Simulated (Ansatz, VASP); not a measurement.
**LuH2 in VASP and in Ansatz**

Contents of INCAR:

```
SYSTEM = LuH2
PREC = Accurate
ENCUT = 600
EDIFF = 1E-6
ISMEAR = -1
SIGMA = 0.05
LREAL = .FALSE.
LASPH = .TRUE.
NELM = 100
ALGO = Normal
ISIF = 3
LWAVE = .FALSE.
LCHARG = .FALSE.
GGA = PS
IBRION = 2
NSW = 100
EDIFFG = -0.002
```

KPOINTS

```
regular mesh
0
G
  12 12 12
  0 0 0
```

POSCAR

```
LuH2
1.0
    0.0000000000      2.5165000000      2.5165000000
    2.5165000000      0.0000000000      2.5165000000
    2.5165000000      2.5165000000      0.0000000000
Lu H
1 2
Direct
    0.0000000000      0.0000000000      0.0000000000
    0.2500000000      0.2500000000      0.2500000000
    0.7500000000      0.7500000000      0.7500000000
```

Input for Ansatz:

```yaml
crystal:
  lattice:
    - [0.0, 2.5165, 2.5165]
    - [2.5165, 0.0, 2.5165]
    - [2.5165, 2.5165, 0.0]
  atoms:
    - { symbol: Lu, position: [0.0, 0.0, 0.0] }
    - { symbol: H, position: [0.25, 0.25, 0.25] }
    - { symbol: H, position: [0.75, 0.75, 0.75] }
kpoints:
  mp_grid: { grid: [12, 12, 12] }
scf:
  occupations: { method: fermi_dirac, width: 0.05 }
hamiltonian:
  xc: pbesol
  pseudopotentials: { kind: paw }
relax:
  f_tol: 0.002
  max_steps: 80
  cell: {}
output:
  forces: true
  stress: true
```

Alike in both runs: task relaxation of cell and atoms; functional PBEsol; k mesh 12 × 12 × 12; occupations fermi-dirac, width 0.05 eV; no spin polarisation.

|  | VASP | Ansatz |
| --- | --- | --- |
| version | VASP 6.6.1 | Ansatz 0.2.0 |
| potentials or method | VASP PAW PBE potentials, release 64 (Lu, H) | PAW with Ansatz's default frozen-core files, scalar-relativistic |
| plane-wave cutoff (eV) | 600 | 420 |
| valence electrons in the cell | 27 | 27 |

Ansatz gave:

```
relaxed volume (Å³/atom)                                     : 10.16
relaxed cell length with the largest relative difference (Å) : 3.506
energy change over the relaxation (meV/atom)                 : -6
```

Estimate VASP's values.

relaxed volume (Å³/atom): 10.20; relaxed cell length with the largest relative difference (Å): 3.511; energy change over the relaxation (meV/atom): -5.

Caveats: the PAW data sets were made with another functional, which shifts forces and pressure a little (VASP). The runs have no spin-orbit coupling, so splittings on Lu are missing.
